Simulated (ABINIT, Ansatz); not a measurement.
MgS and the functional, program beside program

```cif
data_structure
_symmetry_space_group_name_H-M 'P 1'
_symmetry_Int_Tables_number 1
_cell_length_a 3.6793
_cell_length_b 3.6793
_cell_length_c 3.6793
_cell_angle_alpha 60.000
_cell_angle_beta 60.000
_cell_angle_gamma 60.000
_cell_volume 35.22
loop_
_atom_site_label
_atom_site_type_symbol
_atom_site_fract_x
_atom_site_fract_y
_atom_site_fract_z
_atom_site_occupancy
S1 S 0.50000 0.50000 0.50000 1
Mg1 Mg 0.00000 0.00000 0.00000 1
```

Kept alike: task band structure; k mesh 9 × 9 × 9; occupations fermi-dirac, width 0.05 eV; no spin polarisation. The mesh is that of the run's cell of 2 atoms. No spin-orbit coupling.

- A: ABINIT; JTH PAW LDA v2.0 (LDA); JTH PAW PBE v2.0 (PBE, PBEsol), cutoff 544 eV
- B: Ansatz, all-electron LAPW, scalar-relativistic

```csv
functional,A: pressure (GPa),B: pressure (GPa)
LDA,-3.30,-3.25
PBE,1.07,1.15
PBEsol,-1.01,-0.96
```

Pressure is positive in compression; plane-wave values hold the error of the finite cutoff. Values on potentials made for another functional: some of A.

Question: How large is the effect of the functional, and do the programs agree on it?

Answer: From LDA to PBE the pressure moves by +4.37 in A, +4.40 in B (GPa). Row by row the programs differ by 0.05 to 0.08, and over this span the shifts, as printed, agree within about 1 %. Shifts from LDA: PBE +4.37, +4.40; PBEsol +2.29, +2.29; the programs' shifts differ by up to 0.03.
